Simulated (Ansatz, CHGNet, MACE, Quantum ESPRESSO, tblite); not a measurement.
# Hcp Mg, size series (64 atoms) under volume change, by several methods

Aim: pressure against volume for hcp Mg, size series (64 atoms), with plane waves as the reference.

The results are calculated values.

### Step 1. Set-up

The cell holds 64 atoms (64 Mg), with edges of 12.84, 12.84 and 10.42 Å. Recipe: hcp Mg (a = 3.209 Å, c = 5.211 Å), 4 x 4 x 2 conventional cells; every coordinate displaced by a Gaussian of 0.03 Å. Then the atoms were relaxed with MACE MPA-0 medium in the fixed cell.

Bonds by pair of elements; cutoffs follow the first minimum of g(r), held within bounds set by covalent radii, and pairs that aren't listed don't count as bonded:

```csv
pair A-B,cutoff (Å),bonds,mean length (Å),spread (Å),shortest (Å),B about A,A about B
Mg-Mg,3.62,384,3.20,0.011,3.18,12,12
```

### Step 2. The reference input

Quantum ESPRESSO 7.5: Kohn-Sham DFT, PBE, SSSP efficiency 1.3.0 pseudopotentials, plane waves. Its input, pw.in, for the unchanged cell:

```
&control
  calculation = 'scf'
  pseudo_dir = './pseudo'
  outdir = './tmp'
  disk_io = 'none'
  tprnfor = .true.
  tstress = .true.
/
&system
  ibrav = 0
  nat = 64
  ntyp = 1
  ecutwfc = 45
  ecutrho = 360
  nosym = .true.
  occupations = 'smearing'
  smearing = 'fd'
  degauss = 0.003675
/
&electrons
  conv_thr = 3.2e-07
  electron_maxstep = 100
  mixing_beta = 0.2
  mixing_mode = 'local-TF'
  diagonalization = 'david'
/
ATOMIC_SPECIES
Mg 24.305 Mg.upf
CELL_PARAMETERS angstrom
12.83600 0.00000 0.00000
-6.41800 11.11630 0.00000
0.00000 0.00000 10.42200
ATOMIC_POSITIONS crystal
Mg 0.00012 0.99866 0.00021
Mg 0.08346 0.16581 0.24965
Mg 0.00033 0.99963 0.50085
Mg 0.08248 0.16579 0.75094
[... 58 atom lines left out ...]
Mg 0.75083 0.75015 0.49950
Mg 0.83312 0.91603 0.75097
K_POINTS gamma
```

```console
$ OMP_NUM_THREADS=1 mpirun -np 4 pw.x -in pw.in > output.txt
```

Run time: 59 s. Hardware: 4 MPI ranks of Arm Neoverse V1, shared host; peak memory 2.6 GiB.

It converged with an r.m.s. force component of 0.017 eV/Å and a pressure of -0.76 GPa.

### Step 3. Programs and settings

Every level solves the same cells as single points. CPU time is summed over a level's finished runs, on a host shared with the other runs, so it is rough; the force column is the median over cells of the r.m.s. difference of force components from the reference.

```
            level                      basis or training data  k-points  runs finished  CPU time  peak memory (GiB)  force difference (meV/Å)
          QE, PBE     plane waves, SSSP efficiency, 45/360 Ry         Γ         3 of 3    11 min                2.7                 reference
  tblite GFN1-xTB  tight binding with its own dispersion term         Γ         3 of 3     7.8 s                0.1                        19
     CHGNet 0.3.0          trained on PBE(+U) plane-wave data         -         3 of 3      11 s               0.57                       8.4
MACE MPA-0 medium          trained on PBE(+U) plane-wave data         -         3 of 3      24 s               0.78                       4.7
```

The reference's own r.m.s. force component runs from 15 to 18 meV/Å over these cells. MACE MPA-0 medium relaxed the atoms, so in the cells that it relaxed its own forces are small, and its entry isn't an independent test there.

### Step 4. Pressure against volume

The cell is scaled evenly with fractional positions held. The unchanged volume is 23.236 Å³ an atom. Pressures in GPa:

| level | -3 % | 0 | +3 % |
| --- | --- | --- | --- |
| QE, PBE | 0.36 | -0.76 | -1.70 |
| tblite GFN1-xTB | 24.16 | 21.78 | 19.20 |
| CHGNet 0.3.0 | 0.52 | -0.54 | -1.39 |
| MACE MPA-0 medium | 0.38 | -0.76 | -1.71 |

Energy less that of the unchanged cell at the same level, in meV an atom:

| level | -3 % | +3 % |
| --- | --- | --- |
| QE, PBE | -0.93 | 5.40 |
| tblite GFN1-xTB | 100.24 | -89.06 |
| CHGNet 0.3.0 | -0.10 | 4.21 |
| MACE MPA-0 medium | -0.90 | 5.42 |

### Step 5. Moduli

From the three volumes nearest the unchanged one: B from the slope of pressure against ln V and from the curvature of the energy, the pressure that the slope of the energy implies, and the volume change at which the printed pressure crosses zero (a dash if it doesn't within the range).

| level | B from pressures (GPa) | B from energies (GPa) | printed pressure (GPa) | pressure from energies (GPa) | zero pressure at (%) |
| --- | --- | --- | --- | --- | --- |
| QE, PBE | 34.3 | 34.3 | -0.76 | -0.73 | -2.0 |
| tblite GFN1-xTB | 82.7 | 85.7 | 21.78 | 21.75 | - |
| CHGNet 0.3.0 | 31.8 | 31.5 | -0.54 | -0.49 | -1.5 |
| MACE MPA-0 medium | 34.7 | 34.6 | -0.76 | -0.73 | -2.0 |

As a check by hand on the reference: from -3 to +3 % the pressure falls by 2.06 GPa while ln V grows by 0.0600, a ratio of 34.3 GPa.

### Step 6. What came out

The plane-wave reference (PBE) gives a bulk modulus of 34.3 GPa from its pressures, at a volume where its pressure is -0.76 GPa; that pressure crosses zero at -2.0 %. Learned potentials: CHGNet 0.3.0 31.8 GPa (-7 %) and MACE MPA-0 medium 34.7 GPa (+1 %); their pressures lie +0.00 to +0.22 GPa from the reference's. Tight binding: tblite GFN1-xTB 82.7 GPa (+141 %); its pressure lies +22.54 GPa from the reference's.

The moduli are read at one volume but at unlike pressures, and a cell under tension is as a rule softer than one under compression. Moduli from the energies run from 31 to 86 GPa, within 10 % of those from pressures.

Caveats: Atoms are held in fractional coordinates, so these moduli are upper bounds to relaxed ones. Three points at finite strain give rough moduli, at the given volume rather than at zero pressure. Pressures at a fixed plane-wave cutoff or in a small atom-centred basis hold some basis error. The reference samples only Γ, in a cell whose shortest periodic width is 10 Å. The reference isn't exact: its cutoffs and mesh weren't converged further here. The learned potentials mimic data converged in k, so the sampling error of the reference's coarse mesh counts against them here, while programs on the same mesh share it. Where levels are smeared, the DFT runs use Fermi–Dirac occupations at 580 K (0.05 eV), and energies are free energies.

[Logs are printed without paths, hosts, clocks, repeated set-up lines and the standing remarks that a program may print on its own settings, such as how far it seeks lower states.]

[Hosts, paths, dates, database ids (printed as entryN), source tags and the programs' standing remarks are cut or masked in the printed files.]
